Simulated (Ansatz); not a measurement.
Write the native input for Ansatz 0.2.0 that does the following.

```
Task                  : relaxation of cell and atoms
Functional            : PBEsol
Potentials or basis   : Ansatz PAW
Cutoff                : 420 eV (not typed: the program's choice for these potentials)
k mesh                : 8 × 8 × 8
Occupations           : fermi-dirac, width 0.05 eV
Spin                  : no spin polarisation
Target pressure (GPa) : 0
```

Crystal: Sb.

```
Sb
1.0
     3.16000    0.00000    0.00000
     0.00000    3.16000    0.00000
     0.00000    0.00000    3.16000
Sb
1
Cartesian
  0.0000 0.0000 0.0000
```

This isn't the form of Sb at room conditions, which is rhombohedral.

These files were run (other wordings do the same):

input.yaml

```yaml
crystal:
  lattice:
    - [3.16, 0.0, 0.0]
    - [0.0, 3.16, 0.0]
    - [0.0, 0.0, 3.16]
  atoms:
    - { symbol: Sb, position: [0.0, 0.0, 0.0] }
hamiltonian:
  xc: pbesol
  pseudopotentials: { kind: paw }
kpoints:
  mp_grid: { grid: [8, 8, 8] }
scf:
  occupations: { method: fermi_dirac, width: 0.05 }
output:
  forces: true
  stress: true
  eigenvalues: true
relax:
  f_tol: 0.01
  max_steps: 40
  cell: { stress_tol: 0.05 }
```

Potentials or basis: Ansatz PAW.

Launch:

```sh
$ ansatz run input.yaml --threads 2 --pin off --max-ram 5632MiB --backend cpu --events-out ev --progress --plain --runs-dir out
```

Results of the run:

The relaxed volume is 28.89 Å³/atom, the relaxed cell is a = 3.068 Å, b = 3.068 Å, c = 3.068 Å, α = 90.00°, β = 90.00°, γ = 90.00° and the space group after relaxing (to 0.05 Å) is Pm-3m (No. 221). The energy gained by relaxing is 42.4 meV/atom, the ionic steps are 5 and the pressure after relaxing is 0.0 GPa. The band gap on the k mesh is none (metal or under the smearing width).

Caveat: the plane-wave basis is chosen anew once the cell has moved, so the energies of steps on either side of that aren't comparable; the PAW data sets come from PBE, with cores solved anew for the run's functional, which leaves a small shift of forces and pressure.

Run time: 2.4 s on 2 threads of Arm Neoverse V2, on a shared host, peak memory 0.28 GiB.
